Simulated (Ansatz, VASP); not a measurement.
# Al: VASP beside Ansatz

INCAR

```
ALGO     = Normal         # electronic algorithm
EDIFF    = 1E-6           # SCF threshold, eV
EDIFFG   = -0.005         # ionic threshold
ENCUT    = 600            # plane-wave cutoff, eV
GGA      = PE             # functional
IBRION   = 2              # ionic algorithm
ISIF     = 3              # what is computed and relaxed
ISMEAR   = -1             # smearing method
LASPH    = T              # aspherical terms in the spheres
LCHARG   = F              # write CHGCAR
LREAL    = F              # projectors in reciprocal space
LWAVE    = F              # write WAVECAR
NELM     = 80             # most SCF steps
NSW      = 100            # ionic steps
PREC     = Accurate       # precision mode
SIGMA    = 0.05           # smearing width, eV
```

Contents of KPOINTS:

```
k-points
0
Gamma
  14 14 14
```

The input POSCAR:

```
Al
1.0
    0.0000000000      2.0248050000      2.0248050000
    2.0248050000      0.0000000000      2.0248050000
    2.0248050000      2.0248050000      0.0000000000
Al
1
Direct
    0.0000000000      0.0000000000      0.0000000000
```

Input for Ansatz:

```yaml
crystal:
  lattice:
    - [0.0, 2.024805, 2.024805]
    - [2.024805, 0.0, 2.024805]
    - [2.024805, 2.024805, 0.0]
  atoms:
    - { symbol: Al, position: [0.0, 0.0, 0.0] }
kpoints:
  mp_grid: { grid: [14, 14, 14] }
scf:
  occupations: { method: fermi_dirac, width: 0.05 }
hamiltonian:
  xc: pbe
  pseudopotentials: { kind: all_electron, lapw: { basis_error: 0.001 } }
output:
  forces: true
  stress: true
relax:
  f_tol: 0.005
  max_steps: 80
  cell: {}
```

Alike in both runs: task relaxation of cell and atoms; functional PBE; k mesh 14 × 14 × 14; occupations fermi-dirac, width 0.05 eV; no spin polarisation.

|  | VASP | Ansatz |
| --- | --- | --- |
| version | VASP 6.6.1 | Ansatz 0.2.0 |
| potentials or method | VASP PAW PBE potentials, release 64 (Al) | all-electron LAPW, scalar-relativistic |
| plane-wave cutoff (eV) | 600 | see its input |

```csv
,VASP,Ansatz,Ansatz less VASP
relaxed volume (Å³/atom),16.44,16.45,+0.008
relaxed cell length with the largest relative difference (Å),2.854,2.855,+0.0004
```

Ansatz ran all-electron here, so the differences hold the error of VASP's frozen core and of both bases.
